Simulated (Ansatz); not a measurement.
Crystal: NbAs.

```xyz
4
Lattice="-1.7259 1.7259 5.8400 1.7259 -1.7259 5.8400 1.7259 1.7259 -5.8400" Properties=species:S:1:pos:R:3 pbc="T T T"
Nb    0.0000    1.7259    0.0000
Nb    0.0000    0.0000    8.7600
As    0.0000    1.7259    4.8589
As    0.0000    0.0000    1.9389
```

* Program: Ansatz 0.2.0
* Task: single point
* Functional: PBEsol
* Potentials or basis: all-electron LAPW, scalar-relativistic
* Cutoff: 267 eV (chosen from the basis error)
* Basis error allowed: 0.001 eV/atom
* k mesh: 11 × 11 × 11
* Occupations: fermi-dirac, width 0.05 eV
* Spin: no spin polarisation

On this cell: pressure -2.3 GPa; largest force 0.288 eV/Å; band gap on the k mesh none (metal or under the smearing width).

The same run follows on a disturbed copy (atoms moved at random, drawn with an rms of 0.05 Å):

```
Nb As
1.0
    -1.72585    1.72585    5.84000
     1.72585   -1.72585    5.84000
     1.72585    1.72585   -5.84000
Nb As
2 2
Direct
  0.50646 0.99884 0.51287
  0.75111 0.75966 0.00702
  0.89341 0.42102 0.49657
  0.15960 0.17012 0.00200
```

What does the disturbed cell give?

The energy (extrapolated to zero smearing) moves by +31.0 meV/atom; pressure -1.5 GPa; largest force 1.499 eV/Å; band gap on the k mesh none (metal or under the smearing width).

Forces on the atoms (eV/Å):
```
Nb   0.282 -0.923 -0.105
Nb   0.014 -0.007 -1.473
As  -0.347  0.635  1.313
As   0.050  0.295  0.265
```

Stress tensor (GPa, compression positive):
```
-0.76 -0.24  0.21
-0.24 -4.01 -0.52
 0.21 -0.52  0.41
```
